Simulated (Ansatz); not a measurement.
All numbers below come from DFT PBE, scalar-relativistic, plane waves, PAW (Ansatz 0.2.0). All cells share a 420 eV cutoff and Γ-centred k meshes spaced at most about 0.3 Å⁻¹ (about 0.25 or finer for metals, 2π included). No spin polarisation.

Temperature and zero-point effects are left out.

**Question.** Order these relaxed structures of Sn5H by energy, lowest first, with the energy over the lowest of them.
1.

Space group R-3m:H (No. 166). a = 3.384 Å, b = 3.384 Å, c = 43.250 Å, α = 90.00°, β = 90.00°, γ = 120.00°
```tsv
atom	site	symmetry	x	y	z
Sn	3a	-3m	0.0000	0.0000	0.0000
Sn	6c	3m	0.3333	0.6667	0.2673
Sn	6c	3m	0.0000	0.0000	0.2026
H	3b	-3m	0.3333	0.6667	0.1667
```

2.

Space group R3m:H (No. 160). a = 3.336 Å, b = 3.336 Å, c = 46.558 Å, α = 90.00°, β = 90.00°, γ = 120.00°
| atom | site | symmetry | x | y | z |
| --- | --- | --- | --- | --- | --- |
| Sn | 3a | 3m | 0.3333 | 0.6667 | 0.2540 |
| Sn | 3a | 3m | 0.0000 | 0.0000 | 0.0038 |
| Sn | 3a | 3m | 0.3333 | 0.6667 | 0.0709 |
| Sn | 3a | 3m | 0.6667 | 0.3333 | 0.1315 |
| Sn | 3a | 3m | 0.0000 | 0.0000 | 0.1929 |
| H | 3a | 3m | 0.6667 | 0.3333 | 0.2969 |

3.

Space group P-3m1 (No. 164). a = 4.710 Å, b = 4.710 Å, c = 20.851 Å, α = 90.00°, β = 90.00°, γ = 120.00°
| atom | site | symmetry | x | y | z |
| --- | --- | --- | --- | --- | --- |
| Sn | 2d | 3m. | 0.6667 | 0.3333 | 0.3872 |
| Sn | 2c | 3m. | 0.0000 | 0.0000 | 0.7934 |
| Sn | 2c | 3m. | 0.0000 | 0.0000 | 0.6560 |
| Sn | 2d | 3m. | 0.6667 | 0.3333 | 0.8392 |
| Sn | 2d | 3m. | 0.3333 | 0.6667 | 0.0229 |
| H | 2d | 3m. | 0.6667 | 0.3333 | 0.4709 |

**Answer.** 3 (0 meV/atom), 2 (115 meV/atom), 1 (152 meV/atom). Counting Sn atoms around H (those within 1.25 times the shortest such distance or 1.15 times the sum of covalent radii, 1.27 where that leaves under three; the shortest distance is added where it exceeds 1.18 times the sum of covalent radii): cell 3 has H 1; cell 2 has H 1; cell 1 has H 6 from 2.5 Å. All come from invented guesses. Even the lowest of the cells shown lies +0.08 eV/atom against the elements.

Weakly bound directions are ill-defined at this level, which has no dispersion term (P-3m1), and this can change margins and order among such cells. With hydrogen, zero-point motion can shift such differences by 10 meV/atom or more. Cells relaxed within their symmetry can be saddle points. Some candidate types were left out of the draw beforehand, so a known form may be missing.
